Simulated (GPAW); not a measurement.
# C (C2/m) in GPAW: a series of runs

The runs below take C through relaxation of cell and atoms, single point, with PBEsol+D4, r2SCAN, LDA.

Everything below comes from runs of GPAW 26.7.0. Logs are shortened: lines on timing, memory, paths and dates and some standing lists are left out, and cuts for length are marked. The log counts tension as positive stress, the text compression.

## Step 1: Starting point

Symmetry: C2/m, No. 12, monoclinic system. Conventional cell: a = 4.255 Å, b = 2.457 Å, c = 3.765 Å, α = 90.00°, β = 111.49°, γ = 90.00°. C (site symmetry m) is surrounded by 3 C at 1.42 Å.

This is a stacking variant of graphite.

## Step 2: Relaxation of cell and atoms, PBEsol+D4

The input, run.py:

```python
from ase import Atoms
from ase.calculators.mixing import SumCalculator
from ase.filters import FrechetCellFilter
from ase.io import write
from ase.optimize import BFGS
from dftd4.ase import DFTD4
from gpaw import GPAW, PW, setup_paths

setup_paths.insert(0, '.')

atoms = Atoms(['C', 'C'],
              cell=[[2.1273203072, -1.22828244, 0.0],
                    [2.1273203072, 1.22828244, 0.0],
                    [-1.3790696309, 0.0, 3.5028300786]],
              scaled_positions=[[0.16664447, 0.16664447, 0.99990696],
                                [0.83335553, 0.83335553, 0.00009304]],
              pbc=True)

calc = GPAW(mode=PW(800),
            xc='PBEsol',
            kpts={'size': (9, 9, 6), 'gamma': True},
            occupations={'name': 'fermi-dirac', 'width': 0.05},
            nbands=11,
            convergence={'density': 1e-05, 'forces': 0.0001},
            maxiter=150,
            txt='gpaw.txt')
atoms.calc = SumCalculator([calc, DFTD4(method='pbesol')])
opt = BFGS(FrechetCellFilter(atoms), trajectory='relax.traj', logfile='-')
done = opt.run(fmax=0.02, steps=60)
calc.write('gs.gpw')
write('result.traj', atoms)
print('Converged:', done)
print('Cell:', atoms.cell.cellpar().round(4))
print('Volume:', round(atoms.get_volume(), 4))
print(atoms.get_scaled_positions().round(5))
```

Potentials or basis: PAW data sets generated in the run's folder for this functional, pw.

Run with:

```bash
$ gpaw-setup -f PBEsol C
$ OMP_NUM_THREADS=1 python run.py
```

gpaw.txt:

```text
__  _  _
 | _ |_)|_||  |
 |__||  | ||/\| - 26.7.0

Input parameters:
  mode=PW(ecut=800.0),
  convergence={'density': 1e-05, 'forces': 0.0001},
  kpts=MonkhorstPack(size=(9, 9, 6), gamma=True),
  maxiter=150,
  nbands=11,
  occupations=Occupations(name='fermi-dirac', width=0.05),
  xc=XC(name='PBEsol')

Diagonalizing LCAO Hamiltonian
Converting LCAO to pw mode

       C

                 C

Atoms  # Å, Bohr magnetons
|   | symbol |         x |        y |        z |    initial magnetic moments |
|---|--------|-----------|----------|----------|-----------------------------|
| 0 |      C | -0.669929 | 0.000000 | 3.502504 | ( 0.0000,  0.0000,  0.0000) |
| 1 |      C |  3.545500 | 0.000000 | 0.000326 | ( 0.0000,  0.0000,  0.0000) |

Unit cell  # Å
| periodic |         x |         y |        z |  lengths |     angles |
|----------|-----------|-----------|----------|----------|------------|
|      yes |  2.127320 | -1.228282 | 0.000000 | 2.456455 | 108.496630 |
|      yes |  2.127320 |  1.228282 | 0.000000 | 2.456455 | 108.496630 |
|      yes | -1.379070 |  0.000000 | 3.502830 | 3.764525 |  60.002969 |

Number of symmetries: 4
Symmetry operations  # r_c * U_cc + t_c -> r_c
|   | kind |            matrix            |
|---|------|------------------------------|
| 0 |  E   |  1, 0, 0,  0, 1, 0,  0, 0, 1 |
| 1 |  σ   |  0, 1, 0,  1, 0, 0,  0, 0, 1 |
| 2 |  C2  |  0,-1, 0, -1, 0, 0,  0, 0,-1 |
| 3 |  i   | -1, 0, 0,  0,-1, 0,  0, 0,-1 |
[... 156 lines left out ...]
Gap: 0.475 eV
Transition (v -> c):
  (s=0, k=48, n=3, [0.33, -0.33, 0.00]) -> (s=0, k=51, n=4, [0.33, -0.33, 0.50])
Direct/indirect transitions are different
Direct gap: 0.502 eV
Transition at: (s=0, k=48, n=3, [0.33, -0.33, 0.00])

Stress tensor  # eV/Ang^3
|         x |         y |        z |
|-----------|-----------|----------|
| -0.008789 |  0.000000 | 0.000272 |
|  0.000000 | -0.008338 | 0.000000 |
|  0.000272 |  0.000000 | 0.003303 |

Forces  # eV/Ang
|        x |       y |        z |
|----------|---------|----------|
| -0.00305 | 0.00000 | -0.01872 |  # C    0
|  0.00305 | 0.00000 |  0.01872 |  # C    1

Interpolating wave functions to new cell

       C

                 C

Atoms  # Å, Bohr magnetons
|   | symbol |         x |        y |        z |    initial magnetic moments |
|---|--------|-----------|----------|----------|-----------------------------|
| 0 |      C | -0.669985 | 0.000000 | 3.499024 | ( 0.0000,  0.0000,  0.0000) |
| 1 |      C |  3.545279 | 0.000000 | 0.000531 | ( 0.0000,  0.0000,  0.0000) |

Unit cell  # Å
| periodic |         x |         y |         z |  lengths |     angles |
|----------|-----------|-----------|-----------|----------|------------|
|      yes |  2.127162 | -1.228155 | -0.000038 | 2.456253 | 108.512312 |
|      yes |  2.127162 |  1.228155 | -0.000038 | 2.456253 | 108.512312 |
|      yes | -1.379029 |  0.000000 |  3.499630 | 3.761533 |  60.001509 |

Number of symmetries: 4
Symmetry operations  # r_c * U_cc + t_c -> r_c
|   | kind |            matrix            |
|---|------|------------------------------|
| 0 |  E   |  1, 0, 0,  0, 1, 0,  0, 0, 1 |
| 1 |  σ   |  0, 1, 0,  1, 0, 0,  0, 0, 1 |
| 2 |  C2  |  0,-1, 0, -1, 0, 0,  0, 0,-1 |
| 3 |  i   | -1, 0, 0,  0,-1, 0,  0, 0,-1 |
[... 153 lines left out ...]
Gap: 0.479 eV
Transition (v -> c):
  (s=0, k=48, n=3, [0.33, -0.33, 0.00]) -> (s=0, k=51, n=4, [0.33, -0.33, 0.50])
Direct/indirect transitions are different
Direct gap: 0.504 eV
Transition at: (s=0, k=48, n=3, [0.33, -0.33, 0.00])

Stress tensor  # eV/Ang^3
|         x |         y |        z |
|-----------|-----------|----------|
| -0.009448 |  0.000000 | 0.000274 |
|  0.000000 | -0.009046 | 0.000000 |
|  0.000274 |  0.000000 | 0.003231 |

Forces  # eV/Ang
|        x |       y |        z |
|----------|---------|----------|
|  0.00132 | 0.00000 | -0.01001 |  # C    0
| -0.00132 | 0.00000 |  0.01001 |  # C    1

Interpolating wave functions to new cell
[... 337 lines left out ...]
SCF iterations
|iter     | |      energy | eigst |  dens |force |
|---------|-|-------------|-------|-------|------|
|iter:   1| |  -19.313352 | -0.76 |       |      |
|iter:   2| |  -19.308977 | -4.17 | -1.58 |      |
|iter:   3| |  -19.283059 | -2.76 | -1.61 |      |
|iter:   4| |  -19.282620 | -4.32 | -2.43 |      |
|iter:   5| |  -19.282618c| -5.50 | -3.06 |      |
|iter:   6| |  -19.282618c| -7.26 | -4.11 |      |
|iter:   7| |  -19.282618c| -8.18c| -4.50 |      |
|iter:   8| |  -19.282618c| -9.29c| -5.90c|      |
|iter:   9| |  -19.282618c|-10.32c| -6.46c|-5.07c|

Converged in 9 steps
Energy contributions relative to reference atoms: (reference = -2045.923931)

Energy contributions:
  Kinetic:          19.883202
  Coulomb:         -19.950043
  Zero:              0.042856
  External:          0.000000
  Xc:              -19.258623
  Entropy:          -0.000020
  Spinorbit:         0.000000
  ----------------------------
  Free energy:     -19.282628
  Extrapolated:    -19.282618
[... 175 lines left out ...]
SCF iterations
|iter     | |      energy | eigst |  dens |force |
|---------|-|-------------|-------|-------|------|
|iter:   1| |  -19.337436 | -0.49 |       |      |
|iter:   2| |  -19.329159 | -3.88 | -1.43 |      |
|iter:   3| |  -19.279667 | -2.49 | -1.46 |      |
|iter:   4| |  -19.278762 | -4.04 | -2.27 |      |
|iter:   5| |  -19.278752c| -5.26 | -2.91 |      |
|iter:   6| |  -19.278752c| -7.04 | -3.97 |      |
|iter:   7| |  -19.278752c| -7.96c| -4.36 |      |
|iter:   8| |  -19.278752c| -9.09c| -5.77c|      |
|iter:   9| |  -19.278752c|-10.14c| -6.32c|-4.76c|

Converged in 9 steps
Energy contributions relative to reference atoms: (reference = -2045.923931)

Energy contributions:
  Kinetic:          19.667501
  Coulomb:         -19.755773
  Zero:              0.042921
  External:          0.000000
  Xc:              -19.233398
  Entropy:          -0.000007
  Spinorbit:         0.000000
  ----------------------------
  Free energy:     -19.278756
  Extrapolated:    -19.278752
[... 41 lines left out ...]
       C

                 C

Atoms  # Å, Bohr magnetons
|   | symbol |         x |         y |         z |    initial magnetic moments |
|---|--------|-----------|-----------|-----------|-----------------------------|
| 0 |      C | -0.676145 | -0.000000 |  3.216901 | ( 0.0000,  0.0000,  0.0000) |
| 1 |      C |  3.545074 | -0.000000 | -0.002780 | ( 0.0000,  0.0000,  0.0000) |

Unit cell  # Å
| periodic |         x |         y |         z |  lengths |     angles |
|----------|-----------|-----------|-----------|----------|------------|
|      yes |  2.126740 | -1.227316 | -0.003556 | 2.455472 | 110.081252 |
|      yes |  2.126740 |  1.227316 | -0.003556 | 2.455472 | 110.081252 |
|      yes | -1.384552 | -0.000000 |  3.221232 | 3.506183 |  59.977372 |

Number of symmetries: 4
Symmetry operations  # r_c * U_cc + t_c -> r_c
|   | kind |            matrix            |
|---|------|------------------------------|
| 0 |  E   |  1, 0, 0,  0, 1, 0,  0, 0, 1 |
| 1 |  σ   |  0, 1, 0,  1, 0, 0,  0, 0, 1 |
| 2 |  C2  |  0,-1, 0, -1, 0, 0,  0, 0,-1 |
| 3 |  i   | -1, 0, 0,  0,-1, 0,  0, 0,-1 |
[... 176 lines left out ...]
       C

                 C

Atoms  # Å, Bohr magnetons
|   | symbol |         x |         y |         z |    initial magnetic moments |
|---|--------|-----------|-----------|-----------|-----------------------------|
| 0 |      C | -0.675620 | -0.000000 |  3.224414 | ( 0.0000,  0.0000,  0.0000) |
| 1 |      C |  3.544936 | -0.000000 | -0.004179 | ( 0.0000,  0.0000,  0.0000) |

Unit cell  # Å
| periodic |         x |         y |         z |  lengths |     angles |
|----------|-----------|-----------|-----------|----------|------------|
|      yes |  2.127044 | -1.227751 | -0.003563 | 2.455952 | 110.049678 |
|      yes |  2.127044 |  1.227751 | -0.003563 | 2.455952 | 110.049678 |
|      yes | -1.384772 | -0.000000 |  3.227361 | 3.511902 |  59.987848 |

Number of symmetries: 4
Symmetry operations  # r_c * U_cc + t_c -> r_c
|   | kind |            matrix            |
|---|------|------------------------------|
| 0 |  E   |  1, 0, 0,  0, 1, 0,  0, 0, 1 |
| 1 |  σ   |  0, 1, 0,  1, 0, 0,  0, 0, 1 |
| 2 |  C2  |  0,-1, 0, -1, 0, 0,  0, 0,-1 |
| 3 |  i   | -1, 0, 0,  0,-1, 0,  0, 0,-1 |
[... 168 lines left out ...]
Forces  # eV/Ang
|        x |       y |        z |
|----------|---------|----------|
| -0.01862 | 0.00000 |  0.00604 |  # C    0
|  0.01862 | 0.00000 | -0.00604 |  # C    1

# Writing to gs.gpw (mode='')
```

It took 3 min on 1 thread of Arm Neoverse V1, shared host; peak memory 0.25 GiB.

Results:

* Free energy: -19.4932 eV
* Relaxed volume: 8.42 Å³/atom
* Relaxed cell: a = 2.456 Å, b = 2.456 Å, c = 3.512 Å, α = 110.05°, β = 110.05°, γ = 59.99°
* Space group after relaxing (to 0.05 Å): R-3m (No. 166)
* Energy gained by relaxing: 3.7 meV/atom
* Ionic steps: 7
* Pressure after relaxing: -0.2 GPa
* Largest force after relaxing: 0.020 eV/Å
* Band gap on the k mesh: 0.80 eV, indirect (least direct gap 0.82 eV)
* Dispersion energy per atom: -0.106 eV

Forces on the atoms (eV/Å):
```
C   -0.019  0.000  0.006
C    0.019  0.000 -0.006
```

Stress tensor (GPa, compression positive):
```
-0.37  0.00 -0.07
 0.00 -0.12  0.00
-0.07  0.00 -0.01
```

Step by step:
| step | energy change (eV) | largest force (eV/Å) | pressure (GPa) | volume (Å³) |
| --- | --- | --- | --- | --- |
| 1 | 0.0000 | 0.0190 | -0.90 | 18.31 |
| 2 | -0.0002 | 0.0101 | -0.82 | 18.29 |
| 3 | -0.0038 | 0.2197 | 1.38 | 17.51 |
| 4 | -0.0048 | 0.2467 | 1.68 | 17.16 |
| 5 | -0.0060 | 0.1588 | 1.10 | 16.73 |
| 6 | -0.0071 | 0.0714 | 0.07 | 16.80 |
| 7 | -0.0074 | 0.0196 | -0.17 | 16.84 |

Final structure:
```xyz
2
Lattice="2.1270 -1.2278 -0.0036 2.1270 1.2278 -0.0036 -1.3848 0.0000 3.2274" Properties=species:S:1:pos:R:3 pbc="T T T"
C    -0.6756    0.0000    3.2244
C     3.5449    0.0000   -0.0042
```

Caveat: later steps reuse the first step's grids; an odd mesh through Γ misses points on the zone boundary, where band edges often lie.

[end of part 1 of 2]
